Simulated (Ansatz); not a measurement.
input.yaml

```yaml
crystal:
  lattice:
    - [8.49990272, 0.0, 0.0]
    - [0.0, 4.64850416, 0.0]
    - [0.0, 0.0, 7.06836857]
  atoms:
    - { symbol: Te, position: [0.18988861, 0.75, 0.12008937] }
    - { symbol: Te, position: [0.68988861, 0.75, 0.37991063] }
    - { symbol: Te, position: [0.31011139, 0.25, 0.62008937] }
    - { symbol: Te, position: [0.81011139, 0.25, 0.87991063] }
    - { symbol: Pb, position: [0.04083178, 0.75, 0.72893453] }
    - { symbol: Pb, position: [0.54083178, 0.75, 0.77106547] }
    - { symbol: Pb, position: [0.45916822, 0.25, 0.22893453] }
    - { symbol: Pb, position: [0.95916822, 0.25, 0.27106547] }
basis:
  ecutwfc: 420
kpoints:
  mp_grid: { grid: [4, 6, 4] }
hamiltonian:
  xc: pbe
scf:
  occupations: { method: gaussian, width: 0.02 }
output:
  forces: true
  stress: true
  eigenvalues: true
relax:
  adjacent_minimum: "off"
  f_tol: 0.005
  max_steps: 80
  cell: { stress_tol: 0.05 }
```

Run as
```bash
ansatz run input.yaml --threads 2 --pin off --max-ram 5120MiB --backend cpu --events-out ev --progress --plain --runs-dir out
```

Method: Ansatz, DFT PBE, scalar-relativistic, plane waves, PAW.

From the run's log, abridged (final results; tables in files aren't shown):

```
SCF 13 converged in 5 iterations: F = -75548.466905 eV  dr2 = 9.12e-12
SCF converged after 5 iterations
Free energy (F): -75548.466905 eV
Harris-Foulkes:  -75548.466905 eV  (|F-HF|=2.91e-11)
Internal energy: -75548.466903 eV  (E = F + TS)
E sigma→0 (E₀):  -75548.466904 eV
Entropy (-TS):   -0.000002 eV ( 0.000 meV/atom)
Fermi energy:    8.317776 eV
--- Per-component energies (eV) ---
  E_band       = -1363.070624
  E_kinetic    = 1867.714029
  E_local      = -9998.046167  (includes V_loc(G=0)·N_el)
  E_nonlocal   = 158.670549
  E_hartree    = 5200.399128
  E_xc         = -1379.874074
  E_vxc        = -945.060501  (∫ρ·V_xc dr)
  E_paw        = -60264.782650  (= ΣΔE_a)
  E_vpaw       = -2847.146444  (= ΣTr[D̂ρ^β])
  E_aug_tail   = -0.000613  (compensation charges beyond the density's cutoff)
  E_ewald      = -11132.547104
  E_smearing   = -0.000002  (= −TS)
--- Forces (eV/Å), atoms counted from 1 ---
  atom   1  Te     0.00010951     0.00000000     0.00152953
  atom   2  Te     0.00010951     0.00000000    -0.00152953
  atom   3  Te    -0.00010951     0.00000000     0.00152953
  atom   4  Te    -0.00010951     0.00000000    -0.00152953
  atom   5  Pb     0.00028761     0.00000000     0.00020248
  atom   6  Pb     0.00028761     0.00000000    -0.00020248
  atom   7  Pb    -0.00028761     0.00000000     0.00020248
  atom   8  Pb    -0.00028761     0.00000000    -0.00020248
--- Stress (GPa, compression-positive) ---
       -0.001581       0.000000       0.000000
        0.000000       0.004331       0.000000
        0.000000       0.000000       0.001619
  P = ⅓ Tr σ = 0.0015 GPa (0.015 kbar)
--- Band table (eV; the first three rows and the last of 36) ---
  k-point 0: bands = ["-28.2329", "-28.2327", "-28.2325", "-28.2325", "-28.2306", "-28.2305", "-28.2304", "-28.2302", "-28.2301", "-28.2301", "-28.2299", "-28.2298", "-28.2119", "-28.2119", "-28.2119", "-28.2119", "-28.2118", "-28.2118", "-28.2112", "-28.2112", "-8.9962", "-8.9796", "-8.9712", "-8.9626", "-8.9625", "-8.9586", "-8.9576", "-8.9505", "-8.9505", "-8.9476", "-8.9432", "-8.9430", "-8.9331", "-8.9308", "-8.9291", "-8.9208", "-8.9204", "-8.9204", "-8.9033", "-8.8901", "-3.8345", "-2.6295", "-2.5128", "-2.4196", "-0.6252", "-0.2864", "0.2902", "1.7765", "3.9443", "4.4577", "5.4441", "6.2969", "6.6675", "6.6711", "7.0451", "7.0532", "7.1929", "7.1938", "7.2398", "8.1464", "8.3626", "8 ...
  k-point 1: bands = ["-28.2329", "-28.2327", "-28.2326", "-28.2325", "-28.2306", "-28.2304", "-28.2304", "-28.2302", "-28.2301", "-28.2301", "-28.2299", "-28.2298", "-28.2119", "-28.2119", "-28.2119", "-28.2118", "-28.2118", "-28.2118", "-28.2113", "-28.2113", "-8.9912", "-8.9782", "-8.9720", "-8.9669", "-8.9607", "-8.9575", "-8.9572", "-8.9514", "-8.9478", "-8.9475", "-8.9446", "-8.9423", "-8.9354", "-8.9334", "-8.9280", "-8.9221", "-8.9207", "-8.9206", "-8.9015", "-8.8922", "-3.7225", "-2.9274", "-2.5628", "-2.2934", "-0.5225", "0.0444", "0.1108", "1.4794", "4.2368", "4.8780", "5.5667", "6.1427", "6.3582", "6.3745", "6.9282", "6.9378", "7.0911", "7.2336", "7.2440", "7.3359", "8.5987", "9. ...
  k-point 2: bands = ["-28.2327", "-28.2327", "-28.2326", "-28.2326", "-28.2305", "-28.2305", "-28.2303", "-28.2303", "-28.2301", "-28.2301", "-28.2299", "-28.2299", "-28.2119", "-28.2119", "-28.2118", "-28.2118", "-28.2115", "-28.2115", "-28.2115", "-28.2115", "-8.9795", "-8.9795", "-8.9742", "-8.9742", "-8.9580", "-8.9580", "-8.9540", "-8.9540", "-8.9466", "-8.9466", "-8.9414", "-8.9414", "-8.9389", "-8.9389", "-8.9251", "-8.9251", "-8.9208", "-8.9208", "-8.8970", "-8.8970", "-3.4003", "-3.4003", "-2.4039", "-2.4039", "-0.2410", "-0.2410", "0.7766", "0.7766", "5.0334", "5.0334", "5.8923", "5.8923", "5.9093", "5.9093", "6.7200", "6.7200", "7.1317", "7.1317", "7.1933", "7.1933", "8.9957", "8 ...
  k-point 35: bands = ["-28.2325", "-28.2325", "-28.2325", "-28.2325", "-28.2304", "-28.2304", "-28.2304", "-28.2304", "-28.2301", "-28.2301", "-28.2301", "-28.2301", "-28.2118", "-28.2118", "-28.2118", "-28.2118", "-28.2112", "-28.2112", "-28.2112", "-28.2112", "-8.9744", "-8.9744", "-8.9744", "-8.9744", "-8.9440", "-8.9440", "-8.9440", "-8.9440", "-8.9433", "-8.9433", "-8.9433", "-8.9433", "-8.9282", "-8.9282", "-8.9282", "-8.9282", "-8.9279", "-8.9279", "-8.9279", "-8.9279", "-2.4428", "-2.4428", "-2.4428", "-2.4428", "-0.1372", "-0.1372", "-0.1372", "-0.1372", "5.1697", "5.1697", "5.1697", "5.1697", "5.7816", "5.7816", "5.7816", "5.7816", "6.0246", "6.0246", "6.0246", "6.0246", "10.2416" ...
--- Relaxed structure (11 steps of the walk, 11 accepted, 2 SCFs on fresh bases) ---
  F+E_penalty+E_count = -75548.46690459 eV   max|allowed force component| = 1.530e-3 eV/Å   (the final SCF, on the basis selected at the relaxed cell)
  cell:  # Å, volume = 288.1014 Å³
    - [7.96468276, 0.0, 0.0]
    - [0.0, 4.57077572, 0.0]
    - [0.0, 0.0, 7.91383591]
  atoms:
    - { symbol: Te, position: [0.24996754, 0.75, 0.08343461] }
    - { symbol: Te, position: [0.74996754, 0.75, 0.41656538] }
    - { symbol: Te, position: [0.25003245, 0.25, 0.58343461] }
    - { symbol: Te, position: [0.75003245, 0.25, 0.91656538] }
    - { symbol: Pb, position: [-4.97983402e-5, 0.75, 0.75000212] }
    - { symbol: Pb, position: [0.49995020, 0.75, 0.74999787] }
    - { symbol: Pb, position: [0.50004979, 0.25, 0.25000212] }
    - { symbol: Pb, position: [1.00004979, 0.25, 0.24999787] }
```

The relaxation met its thresholds.

The run took 4.8 min on 2 threads of Arm Neoverse V1 (shared host), peak memory 0.92 GiB.

Spin–orbit coupling is left out, which can shift energies with elements as heavy as these.